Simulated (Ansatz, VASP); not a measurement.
# One calculation of SnTe, two programs

Contents of INCAR:

```
SYSTEM = SnTe
ALGO = Fast
EDIFF = 1E-6
ENCUT = 520
GGA = PE
ISIF = 2
ISMEAR = 0
IVDW = 12
LASPH = .True.
LCHARG = .True.
LELF = .True.
LREAL = .False.
LVHAR = .True.
LWAVE = .False.
NBANDS = 17
NELM = 100
PREC = Accurate
SIGMA = 0.15
```

KPOINTS

```
k-points
0
Gamma
  12 12 12
  0 0 0
```

Contents of POSCAR:

```
SnTe
1.0
    3.5923240000      0.0000000000      0.0000000000
    0.0000000000      3.5923240000      0.0000000000
    0.0000000000      0.0000000000      3.7485120000
Sn Te
1 1
Direct
    0.0000000000      0.0000000000      0.0000000000
    0.5000000000      0.5000000000      0.5000000000
```

Input for Ansatz:

```yaml
crystal:
  lattice:
    - [3.592324, 0.0, 0.0]
    - [0.0, 3.592324, 0.0]
    - [0.0, 0.0, 3.748512]
  atoms:
    - { symbol: Sn, position: [0.0, 0.0, 0.0] }
    - { symbol: Te, position: [0.5, 0.5, 0.5] }
basis:
  ecutwfc: 420
kpoints:
  mp_grid: { grid: [12, 12, 12] }
hamiltonian:
  xc: pbe
  dispersion: d3bj
scf:
  occupations: { method: gaussian, width: 0.15 }
output:
  forces: true
  stress: true
  eigenvalues: true
```

Change from the starting cell: strain -0.080 along x and y, -0.040 along z, atoms carried along.

Alike in both runs: task single point; functional PBE; dispersion D3(BJ); k mesh 12 × 12 × 12; occupations gaussian, width 0.15 eV; no spin polarisation.

|  | VASP | Ansatz |
| --- | --- | --- |
| version | VASP 6.6.1 | Ansatz 0.2.0 |
| potentials or method | VASP PAW PBE potentials, release 64 (Sn_d, Te) | scalar-relativistic, plane waves, PAW |
| plane-wave cutoff (eV) | 520 | 420 |
| valence electrons in the cell | 20 | 30 |

```csv
,VASP,Ansatz,Ansatz less VASP
gap on the k mesh at the Fermi level (eV),none,none,-
pressure (GPa),9.2,9.2,+0.01
largest component of the traceless stress (GPa),1.62,1.62,+0.006
```

A gap of «none» marks a metal or a gap that the smearing closes. With one functional, cell and mesh, what is left measures potentials, basis and numerics. The two sets of potentials don't hold the same shells in valence.

Caveats: pairwise dispersion overbinds metals, which lowers pressure and volume. Spin-orbit coupling is left out, which matters for the levels of Te.
